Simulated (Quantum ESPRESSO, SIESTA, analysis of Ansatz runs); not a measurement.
# GaN (P6_3mc):O_N, a ladder of methods on one cell (SIESTA)

Question: at which Fermi levels does O_N in GaN (P6_3mc) change its charge, and how much of the answer depends on the k-points? The model is a cell of 72 host atoms with 1 N taken out and 1 O put in.

Program: SIESTA 5.4.2. Level of theory: SIESTA numerical-orbital DFT, PBEsol, DZP basis, PseudoDojo 0.4.1 potentials converted to PSML; charged supercells in a uniform background, point-charge correction with alignment at far sites. Results are calculated unless marked as measured.

Experimental background.

For GaN, wurtzite (bulk w-GaN, literature, 300 K), “Vacancy defect in bulk and at (10overline10) surface of GaN: A combined first-principles theoretical and experimental analysis” (2017, arxiv:1710.05670) quotes earlier work: band gap (direct gap at Gamma) 3.4 eV [Rounded room-temperature literature value quoted in passing in the theory part].

## 1. Set-up

The cell holds 72 atoms: 36 Ga, 35 N and 1 O. Its edges and angles: a = 9.608 Å, b = 9.608 Å, c = 10.426 Å, α = 90.0°, β = 90.0°, γ = 120.0°. It derives from GaN (space group P6_3mc). Nearest the centre at fractional (0.556, 0.444, 0.438): O35 at 0.00 Å, Ga34 at 1.96 Å, Ga26 at 1.96 Å, Ga58 at 1.96 Å, Ga33 at 1.97 Å, N36 at 3.20 Å, N40 at 3.20 Å, N60 at 3.20 Å.

Coordinates:

```xyz
72
Lattice="9.6085 -0.0017 0.0000 -4.8057 8.3203 0.0000 0.0000 0.0000 10.4264" Properties=species:S:1:pos:R:3 pbc="T T T"
Ga    1.6011    0.9242    2.6012
Ga   -0.0002    1.8487    5.2078
N     1.6011    0.9242    4.5663
N    -0.0002    1.8487    1.9597
Ga    1.6011    0.9242    7.8144
Ga   -0.0002    1.8487   10.4210
N     1.6011    0.9242    9.7795
N    -0.0002    1.8487    7.1729
Ga   -0.0008    3.6976    2.6012
Ga   -1.6021    4.6221    5.2078
N    -0.0008    3.6976    4.5663
N    -1.6021    4.6221    1.9597
Ga   -0.0008    3.6976    7.8144
Ga   -1.6021    4.6221   10.4210
N    -0.0008    3.6976    9.7795
N    -1.6021    4.6221    7.1729
Ga   -1.6027    6.4711    2.6012
Ga   -3.2040    7.3955    5.2078
N    -1.6027    6.4711    4.5663
N    -3.2040    7.3955    1.9597
Ga   -1.6027    6.4711    7.8144
Ga   -3.2040    7.3955   10.4210
N    -1.6027    6.4711    9.7795
N    -3.2040    7.3955    7.1729
Ga    4.8039    0.9236    2.6012
Ga    3.2027    1.8481    5.2078
N     4.8039    0.9236    4.5663
N     3.2027    1.8481    1.9597
Ga    4.8039    0.9236    7.8144
Ga    3.2027    1.8481   10.4210
N     4.8039    0.9236    9.7795
N     3.2027    1.8481    7.1729
Ga    3.2020    3.6971    2.6012
Ga    1.6008    4.6215    5.2078
O     3.2020    3.6971    4.5663
N     1.6008    4.6215    1.9597
Ga    3.2020    3.6971    7.8144
Ga    1.6008    4.6215   10.4210
N     3.2020    3.6971    9.7795
N     1.6008    4.6215    7.1729
Ga    1.6001    6.4705    2.6012
Ga   -0.0012    7.3950    5.2078
N     1.6001    6.4705    4.5663
N    -0.0012    7.3950    1.9597
Ga    1.6001    6.4705    7.8144
Ga   -0.0012    7.3950   10.4210
N     1.6001    6.4705    9.7795
N    -0.0012    7.3950    7.1729
Ga    8.0067    0.9231    2.6012
Ga    6.4055    1.8475    5.2078
N     8.0067    0.9230    4.5663
N     6.4055    1.8475    1.9597
Ga    8.0067    0.9231    7.8144
Ga    6.4055    1.8475   10.4210
N     8.0067    0.9230    9.7795
N     6.4055    1.8475    7.1729
Ga    6.4048    3.6965    2.6012
Ga    4.8036    4.6210    5.2078
N     6.4048    3.6965    4.5663
N     4.8036    4.6210    1.9597
Ga    6.4048    3.6965    7.8144
Ga    4.8036    4.6210   10.4210
N     6.4048    3.6965    9.7795
N     4.8036    4.6210    7.1729
Ga    4.8029    6.4699    2.6012
Ga    3.2017    7.3944    5.2078
N     4.8029    6.4699    4.5663
N     3.2017    7.3944    1.9597
Ga    4.8029    6.4699    7.8144
Ga    3.2017    7.3944   10.4210
N     4.8029    6.4699    9.7795
N     3.2017    7.3944    7.1729
```

The host's dielectric constants go in as inputs: (5.90, 5.90, 6.09) for the electrons alone, (10.22, 10.22, 11.31) with the ions, from a response run on this crystal (DFPT, PBEsol, Quantum ESPRESSO) at that run's own cell.

The cell's shortest repeat is 9.6 Å.

The primitive cell was relaxed at this level beforehand, to 46.30 Å³.

The defect-free supercell was relaxed beforehand, from displaced atoms: they ended at most 0.01 Å from the sites they started about, so the symmetric structure holds.

## 2. Band edges

Levels are counted from the valence top, which comes from the unit cell, dense mesh; the energy of the host comes from the defect-free supercell at the defects' own k-points, so that the host's part of the sampling error cancels.

Input file host.fdf:

```
SystemName                      GaN
SystemLabel                     host
NumberOfSpecies                 2
NumberOfAtoms                   4
%block ChemicalSpeciesLabel
  1   31 Ga
  2    7 N
%endblock ChemicalSpeciesLabel
LatticeConstant                 1.0 Ang
%block LatticeVectors
     3.202819000    -0.000573000     0.000000000
    -1.601906000     2.773436000     0.000000000
     0.000000000     0.000000000     5.213207000
%endblock LatticeVectors
AtomicCoordinatesFormat         Fractional
%block AtomicCoordinatesAndAtomicSpecies
     0.666630562     0.333369142     0.498961580  1
     0.333369438     0.666630858     0.998961484  1
     0.666630874     0.333369142     0.875909972  2
     0.333369126     0.666630858     0.375910068  2
%endblock AtomicCoordinatesAndAtomicSpecies
%block kgrid.MonkhorstPack
   12   0   0  0.00
    0  12   0  0.00
    0   0   6  0.00
%endblock kgrid.MonkhorstPack
XC.Functional                   GGA
XC.Authors                      PBEsol
PAO.BasisSize                   DZP
PAO.EnergyShift                 0.005 Ry
Mesh.Cutoff                     300 Ry
OccupationFunction              FD
ElectronicTemperature           0.01 eV
MaxSCFIterations                150
SCF.MustConverge                true
SCF.Mixer.Method                Pulay
SCF.Mixer.Weight                0.2
SCF.Mixer.History               10
SCF.DM.Tolerance                1.0e-4
SCF.H.Tolerance                 1.0e-3 eV
WriteForces                     true
Charge.Mulliken                 end
```

Started as:

```console
OMP_NUM_THREADS=1 siesta host.fdf > host.out
```

Output:

```text
Version         : 5.4.2

                           ***********************
                           *  WELCOME TO SIESTA  *
                           ***********************

[...]
reinit: Reading from file host.fdf

reinit: -----------------------------------------------------------------------
reinit: System Name: GaN
reinit: -----------------------------------------------------------------------
reinit: System Label: host
reinit: -----------------------------------------------------------------------

initatom: Reading input for the pseudopotentials and atomic orbitals ----------
Species number:   1 Atomic number:   31 Label: Ga
Species number:   2 Atomic number:    7 Label: N

[... pseudopotential checks and orbital generation ...]

prinput: Basis input

PAO.BasisType split

%block ChemicalSpeciesLabel
    1   31 Ga                      # Species index, atomic number, species label
    2    7 N                       # Species index, atomic number, species label
%endblock ChemicalSpeciesLabel

%block PAO.Basis                 # Define Basis set
# WARNING: This information might be incomplete!
[...]
(Free)E + p*V (eV/cell)    -4718.4940
Target enthalpy (eV/cell)    -4718.4957
[...]
siesta: Final energy (eV):
siesta:  Band Struct. =    -601.886200
siesta:       Kinetic =    3796.423809
siesta:       Hartree =    1186.711170
siesta:         Exch. =   -1214.545394
siesta:         Corr. =     -78.577134
siesta:   Exch.-corr. =   -1293.122527
siesta:  Ion-electron =   -5855.252930
siesta:       Ion-ion =   -2553.255197
siesta:         Total =   -4718.495676
siesta:         Fermi =      -5.456980
[...]
siesta: Stress tensor (static) (eV/Ang**3):
siesta:    -0.000373    0.000314   -0.000000
siesta:     0.000314   -0.000011    0.000000
siesta:    -0.000000    0.000000    0.000276
[...]
siesta: Cell volume =         46.303160 Ang**3
[...]
siesta: Pressure (static):
siesta:                Solid            Molecule  Units
siesta:           0.00000039          0.00000048  Ry/Bohr**3
siesta:           0.00003586          0.00004448  eV/Ang**3
siesta:           0.05745533          0.07125881  kBar
[...]
mulliken: Qtot =       36.000

Mulliken Atomic Populations:
Atom #   charge [q] valence [e]  Species
     1     0.911995   12.088005  Ga
     2     0.911995   12.088005  Ga
     3    -0.911995    5.911995  N
     4    -0.911995    5.911995  N
 Total     0.000000

Job completed
```

Elapsed: 54 s, on 1 MPI rank of Arm Neoverse V2, shared host; peak memory 0.25 GiB.

The gap at this level is 1.79 eV.

Test of the sampling: at one point at (¼, ¼, ¼) the host's energy lies 25 meV an atom below its value on the primitive cell's dense mesh, a warning that formation energies at this sampling may be off by tenths of an eV.

[end of part 1 of 3]

[Logs are printed without paths, hosts, clocks, repeated set-up lines and the standing remarks that a program may print on its own settings, such as how far it seeks lower states.]

[Hosts, paths, dates, database ids (printed as entryN), source tags and the programs' standing remarks are cut or masked in the printed files.]

[For some hosts the program warned that the k-mesh of the response run may be too coarse for force constants and the static dielectric constant; such warnings are not shown here.]

[Charge tables in the logs are Mulliken or Hirshfeld populations, whose sizes and signs can differ; where basis functions stand at a vacancy, SIESTA counts their charge against the missing atom's valence.]

[In relaxation paths of CP2K, step 0 can be the structure after the first move, since the trajectory file begins there, and the last row can be the final structure solved once more.]
